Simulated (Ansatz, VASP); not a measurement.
# Two plane-wave programs on Si2W

```
W Si
1.0
    -1.59887    1.59887    3.91495
     1.59887   -1.59887    3.91495
     1.61493    1.61493   -3.91495
W Si
1 2
Direct
  0.00000 0.00000 0.00000
  0.66530 0.66530 0.00000
  0.33470 0.33470 0.00000
```

Alike in both runs: task single point; functional PBE; k mesh 10 × 10 × 10; occupations fermi-dirac, width 0.05 eV; no spin polarisation.

```csv
,VASP,Ansatz
version,VASP 6.6.1,Ansatz 0.2.0
potentials or method,"VASP PAW PBE potentials, release 64 (W_sv, Si)",Ansatz PAW
plane-wave cutoff (eV),520,420
valence electrons in the cell,22,22
```

```tsv
	VASP	Ansatz	Ansatz less VASP
gap on the k mesh at the Fermi level (eV)	none	none	-
pressure (GPa)	3.4	3.3	-0.07
largest component of the traceless stress (GPa)	2.08	2.08	-0.001
rms of the force components (eV/Å)	0.023	0.021	-0.0015
```

Atom by atom the forces differ by 0.001 eV/Å (rms over components). A gap of «none» marks a metal or a gap that the smearing closes.

The runs have no spin-orbit coupling, so splittings on W are missing.
